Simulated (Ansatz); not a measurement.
AlAs, DFT, PBEsol, all-electron LAPW, scalar-relativistic (Ansatz 0.2.0), run on 1 thread of Intel(R) Xeon(R) Platinum 8488C (Sapphire Rapids) on a shared host.

The cell comes from COD entry 1540257, which wasn't checked; take it as a given geometry. The listed cell was then made from it by scaling, straining or moving an atom.

Command: `ansatz run input.yaml --threads 1 --pin off --max-ram 3072MiB --backend cpu --events-out ev --progress --plain --runs-dir out`

```yaml
crystal:
  lattice:
    - [0.0, 2.8491449171, 2.8491449171]
    - [2.8491449171, 0.0, 2.8491449171]
    - [2.8491449171, 2.8491449171, 0.0]
  atoms:
    - { symbol: Al, position: [0.0, 0.0, 0.0] }
    - { symbol: As, position: [0.75, 0.75, 0.75] }
kpoints:
  mp_grid: { grid: [11, 11, 11] }
  band_path:
    path:
      - [0.0, 0.0, 0.0]
      - [-0.5, -0.5, 0.0]
      - [-0.375, -0.375, 0.25]
      - [-0.375, 0.0, 0.375]
      - [0.0, 0.0, 0.0]
      - [0.0, 0.0, 0.5]
      - [-0.5, -0.25, 0.25]
      - [-0.5, -0.5, 0.0]
    npoints: 5
scf:
  occupations: { method: fermi_dirac, width: 0.05 }
hamiltonian:
  xc: pbesol
  pseudopotentials: { kind: all_electron, lapw: { basis_error: 0.001 } }
output:
  forces: true
  stress: true
  eigenvalues: true
```

Question: How large is the problem that the program sets up?

Answer: 56 irreducible k-points, 411 plane waves at Γ, 21 bands.

Question: Estimate the wall time and the peak memory.

Answer: 20 s of wall time for 7 SCF iterations, with a peak of 0.33 GiB. Times on shared machines scatter by tens of per cent.
